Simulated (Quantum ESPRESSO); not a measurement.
# Co under changes of volume

One of the cells (10.886 Å³/atom); the others are scaled copies at fixed shape and fractional positions:

```
Co
1.0
     2.48736    0.00000    0.00000
    -1.24368    2.15412    0.00000
     0.00000    0.00000    4.06329
Co
2
Direct
  0.33333 0.66667 0.74014
  0.66667 0.33333 0.25986
```

```yaml
Program: Quantum ESPRESSO 7.5
Functional: LDA
Potentials_or_basis: GBRV 1.5 LDA
Cutoff: 762 eV
Density_cutoff: 6095 eV
k_mesh: 12 × 12 × 7
Occupations: fermi-dirac, width 0.05 eV
Spin: collinear spin, ferromagnetic start
Starting_moments: "[2.0, 2.0] μB"
```

```csv
volume (Å³/atom),energy over the lowest point (meV/atom),pressure (GPa),moment (μB per cell)
10.233,0.00,-4.7,3.12
10.450,9.29,-9.4,3.18
10.668,?,?,?
10.886,45.42,-17.4,3.27
11.103,71.09,-20.7,3.30
11.321,101.07,-23.7,3.33
11.539,134.97,-26.4,3.36
```

Task: What does the run at 10.668 Å³/atom give?

Result: Energy over the lowest point 24.61 meV/atom; pressure -13.6 GPa; moment 3.23 μB per cell.

Worked out: A Birch-Murnaghan fit of order 3 (a polynomial in V^(-2/3)) to the other rows has its minimum at 10.05 Å³/atom, just outside them, with B0 = V·E''(V) = 255 GPa and B' = 4.3 at fixed shape and positions, which overstates the stiffness. It gives 24.64 meV/atom at 10.668 Å³/atom, against the run's 24.61, and -dE/dV = -13.4 GPa, against -13.6. A parabola through the other rows of the moment, of slope 0.208 μB per Å³/atom there, gives 3.23 μB, against the run's 3.23.

Energies are extrapolated to zero smearing.
